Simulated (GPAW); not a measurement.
## MnO2: single point with PBEsol

The system is MnO2.

```xyz
3
Lattice="2.8566 0.0000 0.0000 -1.4283 2.4739 0.0000 0.0000 0.0000 4.6014" Properties=species:S:1:pos:R:3 pbc="T T T"
Mn    0.0000    0.0000    2.3007
O     0.0000    1.6492    3.2499
O     1.4283    0.8246    1.3515
```

Measurements of this composition are mostly on another form, of space group No. 136.

* Program: GPAW 26.7.0
* Task: single point
* Functional: PBEsol
* Potentials or basis: PAW data sets generated in the run's folder for this functional
* Cutoff: 600 eV
* Basis: pw
* k mesh: 9 × 9 × 5
* Occupations: fermi-dirac, width 0.05 eV
* Spin: collinear spin, ferromagnetic start
* Starting moments: [5.0, 0.0, 0.0] μB
* Maxiter: 120
* Convergence: default

The pressure is -4.7 GPa, the largest force is 0.056 eV/Å and the band gap on the k mesh is 0.71 eV, indirect (least direct gap 0.78 eV). The net moment is 3.00 μB per cell. The site moments are Mn +2.81; O +0.04 μB.

Forces on the atoms (eV/Å):
```
Mn   0.000  0.000  0.000
O    0.000  0.000  0.056
O    0.000  0.000 -0.056
```

Stress tensor (GPa, compression positive):
```
-4.93  0.00  0.00
 0.00 -4.93  0.00
 0.00  0.00 -4.19
```

Levels at points of the mesh, in eV from the valence-band top:
Spin up:
```
           k point  band 12  band 13  band 14  band 15  band 16  band 17  band 18  band 19
(0.00, 0.00, 0.00)    -1.55    -1.55    -1.30    -0.36     2.87     2.87     6.88    10.05
```
Spin down:
| k point | band 9 | band 10 | band 11 | band 12 | band 13 | band 14 | band 15 | band 16 |
| --- | --- | --- | --- | --- | --- | --- | --- | --- |
| (0.00, 0.00, 0.00) | -5.15 | -1.46 | -1.46 | -1.12 | 0.72 | 0.72 | 2.38 | 4.26 |

Run time: 41 s on 1 thread of Intel(R) Xeon(R) 6975P-C (Granite Rapids), with other jobs on the host, peak memory 0.2 GiB.

Caveat: the cutoff is short for stress and forces, so pressures can be off by a GPa or more; an odd mesh through Γ misses points on the zone boundary, where band edges often lie; a cell with one magnetic atom can't hold antiferromagnetic order, which such compounds often take.
